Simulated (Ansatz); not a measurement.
Crystal: Li.

```
Li
1.0
     4.45444    0.00000    0.00000
     0.00000    4.45444    0.00000
     0.00000    0.00000    4.45444
Li
4
Cartesian
  2.7859 3.8957 0.5587
  0.5587 2.7859 3.8957
  1.6685 1.6685 1.6685
  3.8957 0.5587 2.7859
```

This isn't the form of Li at room conditions, which is bcc.

Base run:

- Program: Ansatz 0.2.0
- Functional: PBE
- Potentials or basis: Ansatz PAW
- Cutoff: 420 eV (not typed: the program's choice for these potentials)
- k mesh: 6 × 6 × 6
- Occupations: gaussian, width 0.1 eV
- Spin: no spin polarisation

Its results: band gap on the k mesh none (metal or under the smearing width); pressure 0.1 GPa; largest force 0.005 eV/Å.

Q: The run is repeated on the same cell with these changes: functional from PBE to LDA; occupations from gaussian, width 0.1 eV to gaussian, width 0.02 eV. What comes out?

A: Band gap on the k mesh none (metal or under the smearing width); pressure -0.6 GPa; largest force 0.005 eV/Å.
